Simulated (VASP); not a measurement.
A run of VASP 6.6.1 is set up as follows.

INCAR

```
PREC     = Accurate       # precision mode
ENCUT    = 520            # plane-wave cutoff, eV
EDIFF    = 1E-6           # SCF threshold, eV
ISMEAR   = 0              # smearing method
SIGMA    = 0.1            # smearing width, eV
LREAL    = False          # projectors in reciprocal space
LASPH    = True           # aspherical terms in the spheres
NELM     = 100            # most SCF steps
ALGO     = Normal         # electronic algorithm
ISIF     = 2              # what is computed and relaxed
LWAVE    = False          # write WAVECAR
LCHARG   = False          # write CHGCAR
GGA      = PE             # functional
NBANDS   = 13             # bands
```

KPOINTS

```
regular mesh
0
Gamma
  4 4 8
```

The input POSCAR:

```
Ge
1.0
    1.8853728198     -1.8909745240      0.0000000000
    1.8853728198      1.8909745240      0.0000000000
    0.0000000000      0.0000000000      2.8621887493
Ge
1
Direct
    0.5000000000      0.5000000000      0.0000000000
```

Potentials or basis: VASP PAW PBE potentials, release 64 (Ge_d).

Run with:

```console
$ cat potpaw_PBE.64/Ge_d/POTCAR > POTCAR
$ mpirun -np 1 vasp_std > vasp.out
```

(1) Predict the band gap on the k mesh.

(2) What does it give for the pressure?

## Answers

(1) none (metal or under the smearing width).

(2) 0.0 GPa.

Caveat: the k mesh is coarse (spacing up to 0.59 Å⁻¹), so the values aren't converged.
